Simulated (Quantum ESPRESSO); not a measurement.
# Ag (Fm-3m) in Quantum ESPRESSO: notebook, part 2 of 2

Quantum ESPRESSO 7.5.

### 3 Equation of state, OLYP+D4

Contents of run.py:

```python
import numpy as np
from ase.calculators.espresso import Espresso, EspressoProfile
from ase.io import read

atoms = read('Ag.cif')

input_data = {
    'control': {'calculation': 'scf', 'prefix': 'pwscf', 'outdir': './tmp', 'tprnfor': True, 'tstress': True, 'disk_io': 'nowf'},
    'system': {'ecutwfc': 82.0, 'nbnd': 16, 'input_dft': 'XC-000I-000I-110L-131L-000I-000I', 'occupations': 'smearing', 'smearing': 'fd', 'degauss': 0.00367493},
    'electrons': {'conv_thr': 2e-10, 'electron_maxstep': 120, 'mixing_beta': 0.5},
}
pseudopotentials = {'Ag': 'Ag.upf'}
profile = EspressoProfile(command='pw.x', pseudo_dir='pseudo')
dft = Espresso(profile=profile, input_data=input_data, pseudopotentials=pseudopotentials, kpts=(11, 11, 11), koffset=(0, 0, 0))
from ase.calculators.mixing import SumCalculator
from dftd4.ase import DFTD4
d4 = DFTD4(method='olyp')
atoms.calc = SumCalculator([dft, d4])

from ase.eos import EquationOfState
from ase.units import GPa
cell, v, e = atoms.cell.copy(), [], []
for x in [0.94, 0.96, 0.98, 1.0, 1.02, 1.04, 1.06]:
    atoms.set_cell(cell * x ** (1 / 3), scale_atoms=True)
    v.append(atoms.get_volume() / len(atoms))
    e.append(atoms.get_potential_energy() / len(atoms))
    print(f'V {v[-1]:.6f} A^3/atom  E {e[-1]:.8f} eV/atom')
v0, e0, b0 = EquationOfState(v, e, eos='birchmurnaghan').fit()
print(f'V0 {v0:.5f} A^3/atom  E0 {e0:.6f} eV/atom  B0 {b0 / GPa:.2f} GPa')
```

Contents of Ag.cif:

```cif
data_Ag
_cell_length_a 2.88888475
_cell_length_b 2.88888475
_cell_length_c 2.88888475
_cell_angle_alpha 60.00000000
_cell_angle_beta 60.00000000
_cell_angle_gamma 60.00000000
_space_group_name_H-M_alt 'P1'
_space_group_name_Hall 'P 1'
_space_group_IT_number 1
loop_
_space_group_symop_operation_xyz
'x,y,z'
loop_
_atom_site_label
_atom_site_type_symbol
_atom_site_symmetry_multiplicity
_atom_site_Wyckoff_symbol
_atom_site_fract_x
_atom_site_fract_y
_atom_site_fract_z
_atom_site_occupancy
Ag1 Ag 1 a 0.0000000000 0.0000000000 0.0000000000 1
```

Potentials or basis: PseudoDojo 0.4.1 SR PBE standard.

Command:

```sh
$ OMP_NUM_THREADS=1 python run.py
```

Standard output:

```text
V 16.025202 A^3/atom  E -4229.29481755 eV/atom
V 16.366163 A^3/atom  E -4229.29400832 eV/atom
V 16.707125 A^3/atom  E -4229.28848368 eV/atom
V 17.048087 A^3/atom  E -4229.27886754 eV/atom
V 17.389049 A^3/atom  E -4229.26584573 eV/atom
V 17.730010 A^3/atom  E -4229.24985575 eV/atom
V 18.070972 A^3/atom  E -4229.23143584 eV/atom
V0 16.14102 A^3/atom  E0 -4229.295123 eV/atom  B0 116.82 GPa
```

espresso.pwi:

```text
&CONTROL
   calculation      = 'scf'
   tstress          = .true.
   tprnfor          = .true.
   outdir           = './tmp'
   prefix           = 'pwscf'
   disk_io          = 'nowf'
   pseudo_dir       = 'pseudo'
/
&SYSTEM
   nbnd             = 16
   ecutwfc          = 82.0
   occupations      = 'smearing'
   degauss          = 0.00367493
   smearing         = 'fd'
   input_dft        = 'XC-000I-000I-110L-131L-000I-000I'
   ntyp             = 1
   nat              = 1
   ibrav            = 0
/
&ELECTRONS
   electron_maxstep = 120
   conv_thr         = 2e-10
   mixing_beta      = 0.5
/
&IONS
/
&CELL
/
&FCP
/
&RISM
/
ATOMIC_SPECIES
Ag 107.8682 Ag.upf

K_POINTS automatic
11 11 11  0 0 0

CELL_PARAMETERS angstrom
2.94554393360000 0.00000000000000 0.00000000000000
1.47277196680000 2.55091587446074 0.00000000000000
1.47277196680000 0.85030529148691 2.40502655075680

ATOMIC_POSITIONS angstrom
Ag 0.0000000000 0.0000000000 0.0000000000
```

espresso.pwo:

```text
This program is part of the open-source Quantum ESPRESSO suite
     for quantum simulation of materials; please cite
         "P. Giannozzi et al., J. Phys.:Condens. Matter 21 395502 (2009);
         "P. Giannozzi et al., J. Phys.:Condens. Matter 29 465901 (2017);
         "P. Giannozzi et al., J. Chem. Phys. 152 154105 (2020);
     in publications or presentations arising from this work. More details at

Warning: card &CELL ignored
Warning: card &FCP ignored
Warning: card &RISM ignored

     IMPORTANT: XC functional enforced from input :
     Exchange-correlation= XC-000I-000I-110L-131L-000I-000I
                           (   0   0 110 131   0   0   0)
     Any further DFT definition will be discarded
     Please, verify this is what you really want

     Message from routine setup:
     using ibrav=0 with symmetry is DISCOURAGED, use correct ibrav instead

     G-vector sticks info
     --------------------
     sticks:   dense  smooth     PW     G-vecs:    dense   smooth      PW
     Sum         691     691    211                12051    12051    2109

     Using Slab Decomposition

     bravais-lattice index     =            0
     lattice parameter (alat)  =       5.5663  a.u.
     unit-cell volume          =     121.9490 (a.u.)^3
     number of atoms/cell      =            1
     number of atomic types    =            1
     number of electrons       =        19.00
     number of Kohn-Sham states=           16
     kinetic-energy cutoff     =      82.0000  Ry
     charge density cutoff     =     328.0000  Ry
     scf convergence threshold =      2.0E-10
     mixing beta               =       0.5000
     number of iterations used =            8  plain     mixing
     Exchange-correlation= XC-000I-000I-110L-131L-000I-000I
                           (   0   0 110 131   0   0   0)

     celldm(1)=   5.566271  celldm(2)=   0.000000  celldm(3)=   0.000000
     celldm(4)=   0.000000  celldm(5)=   0.000000  celldm(6)=   0.000000

     crystal axes: (cart. coord. in units of alat)
               a(1) = (   1.000000   0.000000   0.000000 )
               a(2) = (   0.500000   0.866025   0.000000 )
               a(3) = (   0.500000   0.288675   0.816497 )

     reciprocal axes: (cart. coord. in units 2 pi/alat)
               b(1) = (  1.000000 -0.577350 -0.408248 )
               b(2) = (  0.000000  1.154701 -0.408248 )
               b(3) = (  0.000000  0.000000  1.224745 )

     PseudoPot. # 1 for Ag read from file:
     Ag.upf
     Pseudo is Norm-conserving + core correction, Zval = 19.0
     Generated using ONCVPSP code by D. R. Hamann
     Using radial grid of 1538 points,  6 beta functions with:
                l(1) =   0
                l(2) =   0
                l(3) =   1
                l(4) =   1
                l(5) =   2
                l(6) =   2

     atomic species   valence    mass     pseudopotential
     Ag               19.00   107.86820     Ag( 1.00)

     12 Sym. Ops., with inversion, found

   Cartesian axes

     site n.     atom                  positions (alat units)
         1        Ag     tau(   1) = (   0.0000000   0.0000000   0.0000000  )

     number of k points=   146  Fermi-Dirac smearing, width (Ry)=  0.0037

     Number of k-points >= 100: set verbosity='high' to print them.

     Dense  grid:    12051 G-vectors     FFT dimensions: (  36,  36,  36)

     WARNING: libxc functional with ID  110 depends
      on external parameters: check the user_guide of
      QE if you need to modify them or to check their
      default values.

     WARNING: libxc functional with ID  131 depends
      on external parameters: check the user_guide of
      QE if you need to modify them or to check their
      default values.

     Initial potential from superposition of free atoms

     starting charge      18.9995, renormalised to      19.0000
     Starting wfcs are   10 randomized atomic wfcs +    6 random wfcs

     Self-consistent Calculation

     iteration #  1     ecut=    82.00 Ry     beta= 0.50
     Davidson diagonalization with overlap
     ethr =  1.00E-02,  avg # of iterations =  6.4

     Threshold (ethr) on eigenvalues was too large:
     Diagonalizing with lowered threshold

     Davidson diagonalization with overlap
     ethr =  7.29E-05,  avg # of iterations =  3.1

     total energy              =    -310.75027031 Ry
     estimated scf accuracy    <       0.01358080 Ry

     iteration #  2     ecut=    82.00 Ry     beta= 0.50
     Davidson diagonalization with overlap
     ethr =  7.15E-05,  avg # of iterations =  2.0

     total energy              =    -310.75283532 Ry
     estimated scf accuracy    <       0.00187717 Ry

     iteration #  3     ecut=    82.00 Ry     beta= 0.50
     Davidson diagonalization with overlap
     ethr =  9.88E-06,  avg # of iterations =  1.8

     total energy              =    -310.75318160 Ry
     estimated scf accuracy    <       0.00034328 Ry

     iteration #  4     ecut=    82.00 Ry     beta= 0.50
     Davidson diagonalization with overlap
     ethr =  1.81E-06,  avg # of iterations =  2.4

     total energy              =    -310.75322010 Ry
     estimated scf accuracy    <       0.00000451 Ry

     iteration #  5     ecut=    82.00 Ry     beta= 0.50
     Davidson diagonalization with overlap
     ethr =  2.37E-08,  avg # of iterations =  2.0

     total energy              =    -310.75321994 Ry
     estimated scf accuracy    <       0.00000423 Ry

     iteration #  6     ecut=    82.00 Ry     beta= 0.50
     Davidson diagonalization with overlap
     ethr =  2.23E-08,  avg # of iterations =  2.0

     total energy              =    -310.75322051 Ry
     estimated scf accuracy    <       0.00000001 Ry

     iteration #  7     ecut=    82.00 Ry     beta= 0.50
     Davidson diagonalization with overlap
     ethr =  7.43E-11,  avg # of iterations =  2.0

     total energy              =    -310.75322052 Ry
     estimated scf accuracy    <          4.1E-09 Ry

     iteration #  8     ecut=    82.00 Ry     beta= 0.50
     Davidson diagonalization with overlap
     ethr =  2.16E-11,  avg # of iterations =  1.0

     End of self-consistent calculation

     Number of k-points >= 100: set verbosity='high' to print the bands.

     the Fermi energy is    16.6157 ev

!    total energy              =    -310.75322052 Ry
     estimated scf accuracy    <          8.5E-11 Ry
     smearing contrib. (-TS)   =      -0.00029141 Ry
     internal energy E=F+TS    =    -310.75292911 Ry

     The total energy is F=E-TS. E is the sum of the following terms:
     one-electron contribution =    -127.63960936 Ry
     hartree contribution      =      74.28172476 Ry
     xc contribution           =     -47.13628024 Ry
     ewald contribution        =    -210.25876427 Ry

     convergence has been achieved in   8 iterations

     Forces acting on atoms (cartesian axes, Ry/au):

     atom    1 type  1   force =     0.00000000    0.00000000    0.00000000

     Total force =     0.000000     Total SCF correction =     0.000000

     Computing stress (Cartesian axis) and pressure

          total   stress  (Ry/bohr**3)                   (kbar)     P=       11.11
   0.00007551   0.00000000   0.00000000           11.11        0.00        0.00
   0.00000000   0.00007551   0.00000000            0.00       11.11        0.00
   0.00000000   0.00000000   0.00007550            0.00        0.00       11.11

=------------------------------------------------------------------------------=
   JOB DONE.
=------------------------------------------------------------------------------=
```

Wall time 4 min (1 thread of Arm Neoverse V1, shared host); peak memory 0.09 GiB.

What came out:

| Property | Result |
| --- | --- |
| Equilibrium volume | 16.14 Å³/atom |
| Bulk modulus | 117 GPa |
| Pressure derivative of the bulk modulus | 6.4 |

Energy against volume, from the lowest point:
```csv
volume (Å³/atom),energy (meV/atom)
16.025,0.00
16.366,0.81
16.707,6.33
17.048,15.95
17.389,28.97
17.730,44.96
18.071,63.38
```

Caveat: the potentials were made for another functional, which shifts forces and pressure.
